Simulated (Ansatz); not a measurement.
## AlSb, pressure series

The parent structure is AlSb in the zinc blende structure (space group F-43m, No. 216; a = 6.226 Å).

Cell and atoms are relaxed at each pressure.

The values are results of PBE in Ansatz (plane waves to 420 eV, PAW, no SOC), earlier PAW set, not measurements.

Notes on the quantities. hole mass: degenerate bands, along [100].

```json
[
 {"change": "base", "lattice parameter a": "6.226 Å", "hole mass": "0.078, 0.37, 0.37 mₑ (at Γ)"},
 {"change": "pressure −2 GPa", "lattice parameter a": "6.320 Å", "hole mass": "0.061, 0.38, 0.38 mₑ (at Γ)"},
 {"change": "pressure −1 GPa", "lattice parameter a": "6.270 Å", "hole mass": "0.070, 0.37, 0.37 mₑ (at Γ)"},
 {"change": "pressure 0.9 GPa", "lattice parameter a": "6.190 Å", "hole mass": "0.084, 0.36, 0.36 mₑ (at Γ)"},
 {"change": "pressure 2.1 GPa", "lattice parameter a": "6.145 Å", "hole mass": "0.092, 0.35, 0.35 mₑ (at Γ)"},
 {"change": "pressure 4.5 GPa", "lattice parameter a": "6.068 Å", "hole mass": "0.10, 0.34, 0.34 mₑ (at Γ)"},
 {"change": "pressure 9 GPa", "lattice parameter a": "5.951 Å", "hole mass": "0.12, 0.32, 0.32 mₑ (at Γ)"},
 {"change": "pressure 15 GPa", "lattice parameter a": "5.829 Å", "hole mass": "0.14, 0.30, 0.30 mₑ (at Γ)"},
 {"change": "pressure 22.5 GPa", "lattice parameter a": "5.709 Å", "hole mass": "0.16, 0.29, 0.29 mₑ (at Γ)"},
 {"change": "pressure 30 GPa", "lattice parameter a": "5.613 Å", "hole mass": "0.17, 0.27, 0.27 mₑ (at Γ)"}
]
```

With Sb present, leaving out spin-orbit coupling can change the band edges. The levels and masses belong to the bands next to the band gap. Load acts through the strain it causes; cell and atoms are relaxed under it. Effective masses come from finite differences of ±0.01 Å⁻¹. Stability against distortions was not tested. Measured, AlSb leaves this structure (for a Cmcm phase) near 8.1 GPa (temperature not stated; as listed in Datta, Sujoy, Jana, Debnarayan, arXiv (2020)), on rising pressure, with hysteresis.

Ansatz is a program for electronic structure.
